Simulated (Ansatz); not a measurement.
Property card for AlGa₃N₄

Method: DFT PBEsol, scalar-relativistic, plane waves, PAW (Ansatz).

Cutoff 420 eV; k points 6×6×6 on the computed 8-atom cell (Γ-centred); Gaussian smearing, width 0.02 eV; no spin polarisation.

The structure is relaxed at this level of theory with its symmetry kept. Whether it is the stable form of this composition wasn't checked.

```yaml
crystal:
  lattice:
    - [4.46763, 0.00000, 0.00000]
    - [0.00000, 4.46763, 0.00000]
    - [0.00000, 0.00000, 4.46763]
  atoms:
    - { symbol: Al, position: [0.00000, 0.00000, 0.00000] }
    - { symbol: Ga, position: [0.50000, 0.50000, 0.00000] }
    - { symbol: Ga, position: [0.50000, 0.00000, 0.50000] }
    - { symbol: Ga, position: [0.00000, 0.50000, 0.50000] }
    - { symbol: N, position: [0.75503, 0.75503, 0.24497] }
    - { symbol: N, position: [0.75503, 0.24497, 0.75503] }
    - { symbol: N, position: [0.24497, 0.75503, 0.75503] }
    - { symbol: N, position: [0.24497, 0.24497, 0.24497] }
```

```
Space group                                                                                                                                 : P-43m (No. 215)
Volume per atom                                                                                                                             : 11.15 Å³
Formation energy from the elements' standard states (uncorrected)                                                                           : -0.796 eV/atom
Kohn–Sham band gap                                                                                                                          : 2.29 eV, direct at Γ
Löwdin character of the top 1 eV of the valence band                                                                                        : N 2p 87 %, Ga 4p 7 %
Löwdin character of the lowest 1 eV of the conduction band                                                                                  : N 2s 38 %, Ga 4s 27 %, N 2p 15 %, Ga 4p 11 %
Electron masses at the edge by Cartesian direction of the standard setting (m_e; degenerate bands sorted by energy; no spin-orbit coupling) : x: 0.21; y: 0.21; z: 0.21
Hole masses at the edge by Cartesian direction of the standard setting (m_e; degenerate bands sorted by energy; no spin-orbit coupling)     : x: 1.1, 1.1, 0.21; y: 1.1, 1.1, 0.21; z: 1.1, 1.1, 0.21
Bulk modulus                                                                                                                                : 191 GPa
Its pressure derivative                                                                                                                     : 4.2
Electronic dielectric constant xx, yy, zz of the standard setting (independent particles)                                                   : 5.8, 5.8, 5.8
Bader charges (e)                                                                                                                           : Al (1 in the cell) 2.42, Ga (3 in the cell) 1.52, N (4 in the cell) -1.75
```